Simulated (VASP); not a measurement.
Input of a VASP 6.6.1 run:

File INCAR:

```
SYSTEM = Ni
PREC = Accurate
ENCUT = 520
EDIFF = 1E-6
ISMEAR = 0
SIGMA = 0.1
LREAL = .FALSE.
LASPH = .TRUE.
NELM = 120
ALGO = Normal
ISIF = 2
LWAVE = .FALSE.
LCHARG = .TRUE.
ISPIN = 2
MAGMOM = 1 1 1 1 1 1 1
LORBIT = 11
LMAXMIX = 4
GGA = PE
LELF = .TRUE.
LVHAR = .TRUE.
LVACPOTAV = .TRUE.
```

KPOINTS

```
Automatic mesh
0
G
  12 12 1
  0 0 0
```

POSCAR

```
Ni
1.0
    2.4918442969      0.0000000000      0.0000000000
    1.2459221485      2.1580004634      0.0000000000
    0.0000000000      0.0000000000     26.2074940917
Ni
7
Direct
    0.0000000000      0.0000000000      0.2670991731
    0.3333333333      0.3333333333      0.3447327820
    0.6666666667      0.6666666667      0.4223663910
    0.0000000000      0.0000000000      0.5000000000
    0.3333333333      0.3333333333      0.5776336090
    0.6666666667      0.6666666667      0.6552672180
    0.0000000000      0.0000000000      0.7329008269
```

Potentials or basis: VASP PAW PBE potentials, release 64 (Ni).

Run with:

```bash
$ cat potpaw_PBE.64/Ni/POTCAR > POTCAR
$ mpirun -np 1 vasp_std > vasp.out
```

(1) Estimate the site moments.

(2) Predict the band gap on the k mesh.

Answers

(1) Ni +0.69, +0.71, +0.67, +0.66 μB.

(2) none (metal or under the smearing width).
